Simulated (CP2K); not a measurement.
**Cs: energy against volume and a worked fit**

The structure is cubic, space group Fm-3m (No. 225). The conventional cell has a = 7.897 Å, b = 7.897 Å, c = 7.897 Å, α = 90.00°, β = 90.00°, γ = 90.00°.

This isn't the form of Cs at room conditions, which is bcc.

The cell was scaled at fixed shape and fractions and run with CP2K, POTENTIAL_UZH Cs GTH-SCAN-q9; TZVP-MOLOPT-SCAN-GTH basis; r2SCAN, k mesh 6 × 6 × 6 on the cell of 1 atom, fermi-dirac occupations of 0.05 eV, no spin polarisation, no spin-orbit coupling. Energies are those that the program minimises, any entropy of the smearing included. For a metal such a mesh isn't converged to the digits shown.

```tsv
V (Å³/atom)	energy over the lowest row (meV/atom)
115.7178	4.766
118.1799	2.497
120.6419	0.987
123.1040	?
125.5661	0.000
128.0282	0.410
130.4903	1.362
```

Q: Fit the third-order Birch-Murnaghan form, give V0, B0 and B′, and predict the energy left open.

A: With y = (V0/V)^(2/3), E = E0 + (9 V0 B0/16) [(y - 1)³ B′ + (y - 1)² (6 - 4y)]. Least squares through the rows shown give V0 = 125.0374 Å³/atom, E0 = -0.015 meV, B0 = 1.973 GPa (1 eV/Å³ = 160.218 GPa) and B′ = 3.34, with a largest miss of 0.001 meV. At V = 123.1040 the form with these constants gives 0.173 meV; the run gave 0.172 meV an atom.
